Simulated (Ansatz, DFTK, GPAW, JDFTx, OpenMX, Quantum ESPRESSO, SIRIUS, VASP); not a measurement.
## Al2O3: 8 runs at one level of theory

```xyz
10
Lattice="2.3803 1.3742 4.3319 -2.3803 1.3742 4.3319 0.0000 -2.7485 4.3319" Properties=species:S:1:pos:R:3 pbc="T T T"
Al    0.0000    0.0000   11.0743
Al    0.0000    0.0000    8.4191
Al    0.0000    0.0000    1.9213
Al    0.0000    0.0000    4.5765
O    -1.6503   -0.1099    5.4148
O     0.7300    1.4841    5.4148
O     0.9203   -1.3742    5.4148
O     1.6503    0.1099    7.5808
O    -0.7300   -1.4841    7.5808
O    -0.9203    1.3742    7.5808
```

Alike in all runs: task single point; functional PBE; k mesh 7 × 7 × 7; occupations fermi-dirac, width 0.05 eV; no spin polarisation; no spin-orbit coupling. Pressure is positive in compression and, in plane waves, holds the error of the finite cutoff, which Ansatz's Pulay term estimates and takes out.

| program and potentials | plane-wave cutoff (eV) | notes | pressure (GPa) | largest force (eV/Å) |
| --- | --- | --- | --- | --- |
| Ansatz, Ansatz PAW | 420 | Pulay term of +0.89 GPa included | 7.34 | - |
| Quantum ESPRESSO, SSSP 1.3 efficiency PBE | 748 | - | 7.75 | - |
| OpenMX, OpenMX 2013 PBE set, Al7.0-s2p2d1, O6.0-s2p2d1, grid cutoff 400 Ry | - | atomic basis | 5.48 | 0.105 |
| VASP, PBE PAW files Al, O, 520 eV | 520 | - | 7.20 | - |
| GPAW, GPAW PAW data sets (gpaw-data 1.2.1) | 800 | - | 9.72 | 0.051 |
| DFTK, PseudoDojo SR PBE 0.4.1 standard (PBE) | 1143 | - | 6.02 | 0.052 |
| JDFTx, PseudoDojo-SR-PBE-0.5-standard | 1143 | - | 6.00 | 0.051 |
| SIRIUS, PseudoDojo 0.4.1 PBE standard (scalar relativistic) | 1152 | - | 6.03 | 0.051 |

Force on atom 1 (Al), eV/Å:

```csv
program and potentials,x,y,z
"Ansatz, Ansatz PAW",0.000,0.000,-0.029
"Quantum ESPRESSO, SSSP 1.3 efficiency PBE",0.000,0.000,-0.047
"OpenMX, OpenMX 2013 PBE set, Al7.0-s2p2d1, O6.0-s2p2d1, grid cutoff 400 Ry",-0.006,0.010,-0.078
"VASP, PBE PAW files Al, O, 520 eV",0.000,0.000,-0.027
"GPAW, GPAW PAW data sets (gpaw-data 1.2.1)",0.000,0.000,-0.051
"DFTK, PseudoDojo SR PBE 0.4.1 standard (PBE)",0.000,0.000,-0.052
"JDFTx, PseudoDojo-SR-PBE-0.5-standard",0.000,0.000,-0.051
"SIRIUS, PseudoDojo 0.4.1 PBE standard (scalar relativistic)",0.000,0.000,-0.051
```

The pressure spans 5.48 (OpenMX, OpenMX 2013 PBE set, Al7.0-s2p2d1, O6.0-s2p2d1, grid cutoff 400 Ry) to 9.72 GPa (GPAW, GPAW PAW data sets (gpaw-data 1.2.1)). Rows in atomic bases carry the error of their basis and grid, which can be large.

The functional is the same throughout but for its coding, so the spread measures potentials, basis and numerics; runs on potential files found faulty are left out.
